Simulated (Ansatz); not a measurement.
## Pb: equation of state with PBE

Pb:

```
Pb
1.0
     0.00000    2.47502    2.47502
     2.47502    0.00000    2.47502
     2.47502    2.47502    0.00000
Pb
1
Direct
  0.00000 0.00000 0.00000
```

```
Program             : Ansatz 0.2.0
Task                : equation of state
Functional          : PBE
Potentials or basis : PseudoDojo stringent
Cutoff              : 1197 eV
Density cutoff      : 4789 eV
k mesh              : 9 × 9 × 9
Occupations         : fermi-dirac, width 0.05 eV
Spin                : no spin polarisation
```

```
Equilibrium volume                      : 31.87 Å³/atom
Bulk modulus                            : 40 GPa
Pressure derivative of the bulk modulus : 5.4
```

Energy against volume, from the lowest point:
```csv
volume (Å³/atom),energy (meV/atom)
28.503,55.75
29.110,35.77
29.716,20.74
30.323,10.13
30.929,3.44
31.535,0.19
32.142,0.00
```

All runs of the series together: 12 s on 2 threads of Arm Neoverse V1, with other jobs on the host.

The cell as given is a measured one (30.32 Å³/atom); PBE puts the equilibrium volume +5.1 % from it, thermal expansion not counted.

The run has no spin-orbit coupling, so splittings on Pb are missing.
